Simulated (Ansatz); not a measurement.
## TaC: pressure and energy less free atoms against volume per atom

Periodic Kohn-Sham DFT of a crystal at fixed atoms; pressure and stress are positive in compression; the energy is the free energy less that of spherical unpolarised free atoms; site moments are those in the method's own spheres, positive along +z. The results are calculated, by Ansatz 0.2.0.

Cell of the first row (space group Fm-3m, No. 225):
```
TaC
1.0
      0.0000     2.1999     2.1999
      2.1999     0.0000     2.1999
      2.1999     2.1999     0.0000
Ta C
1 1
Direct
  0.00000 0.00000 0.00000
  0.50000 0.50000 0.50000
```

Settings of every row: method all-electron LAPW; functional PBE; relativity scalar; k mesh 14x14x14; filling fermi-dirac; smearing width 0.03 eV; basis error target 0.25 meV/atom; nucleus gaussian.

Atom start moment: 0 on all atoms.

Limits: no spin-orbit coupling on heavy atoms.

| row | volume per atom (Å³) | pressure (GPa) | energy less free atoms (eV/atom) |
| --- | --- | --- | --- |
| 1 | 10.647 | 18.286 | -10.0443 |
| 2 | 10.927 | 8.542 | -10.0676 |
| 3 | 11.207 | -0.022 | -10.0749 |
| 4 | 11.487 | ? | ? |
| 5 | 11.767 | -14.16 | -10.049 |

Question: what pressure and energy less free atoms should row 4 give?

Worked fit of pressure. Take u = (V_r/V)^(2/3) − 1 with V_r = 11.067 Å³ an atom, which is twice the finite (Eulerian) strain; such expansions in the strain, on which the Birch-Murnaghan equation of state is built, carry the rest volume and the bulk modulus. The shown rows have u = 0.02613, 0.00852, -0.00835, -0.04006. Least squares give pressure = 4.1257 + 508.117 × u + 1290.1 × u² GPa; a straight line predicts inner rows, each left out in turn, worse (root mean square 0.88 against 0.013 GPa). The rows lie off it by 0.002, -0.007, 0.005, -0.001 (root mean square 0.0044 GPa). The pressure vanishes at u = -0.0083, or V = 11.21 Å³ an atom, and there the bulk modulus at fixed shape and fractions is B = −V dP/dV = (2/3)(1 + u) dP/du = 322 GPa. The withheld row has u = -0.02453, so the fit gives 4.1257 + 508.117 × (-0.02453) + 1290.1 × (-0.02453)² = -7.562 GPa.

The calculation gave -7.548 GPa. The fit lies 0.014 GPa (0.043 % of the column's range) below it; its largest miss of a shown row is 0.007 GPa.

Worked fit of energy less free atoms. Take u = (V_r/V)^(2/3) − 1 with V_r = 11.067 Å³ an atom, which is twice the finite (Eulerian) strain; such expansions in the strain, on which the Birch-Murnaghan equation of state is built, carry the rest volume and the bulk modulus. The shown rows have u = 0.02613, 0.00852, -0.00835, -0.04006. Least squares give energy less free atoms = −10.07312 + 0.4297 × u + 25.756 × u² eV/atom; a straight line predicts inner rows, each left out in turn, worse (root mean square 0.018 against 2.6e-05 eV/atom). All shown rows lie on it to the printed digit. Its lowest point lies at u = -0.0083, or V = 11.21 Å³ an atom, and the curvature there gives the bulk modulus at fixed shape and fractions, B = (4/9)(1 + u)² E″(u)/V = 322 GPa. The withheld row has u = -0.02453, so the fit gives −10.07312 + 0.4297 × (-0.02453) + 25.756 × (-0.02453)² = -10.0682 eV/atom.

The calculation gave -10.0681 eV/atom. The fit lies 0.0001 eV/atom (0.33 % of the column's range) below it, one unit of the last digit.
